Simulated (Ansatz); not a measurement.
RbBr in the rocksalt structure, relaxed with r2SCAN: the symmetry is Fm-3m (No. 225, cubic); conventional cell a = 6.922 Å, 41.45 Å³ an atom. Rb has 6 Br at 3.46 Å; Br has 6 Rb at 3.46 Å. One-shot G0W0@PBE in Ansatz 0.2.0 on a 4×4×4 mesh (contour deformation, no spin-orbit coupling), from a PBE gap of 4.291 eV over the mesh points (the G0W0 gap is direct on the mesh); the number N of bands summed and the screening cutoff rise together. No spin polarisation and no zero-point or thermal motion.

```csv
N,cutoff (eV),1000/N,G0W0 gap (eV)
142,80,7.042,6.597
319,140,3.135,6.794
```

Q: Lay a straight line in 1000/N through these rows.

A: The slope is -0.0504 eV per unit of 1000/N and the intercept 6.952 eV.

Q: Predict the gap at N = 580 (210 eV).

A: 6.952 + (-0.0504) × 1.724 = 6.865 eV; the run gives 6.871 eV, +0.006 eV from the line.

Q: With that run's result added, what limit do the last two rows suggest?

A: Their slope is (6.871 − 6.794)/(1.724 − 3.135) = -0.0546, which meets 1/N = 0 at 6.97 eV, against 6.952 eV from the first line. The two lines nearly agree; the k mesh isn't extrapolated.

The runs are scalar-relativistic, without spin-orbit coupling.
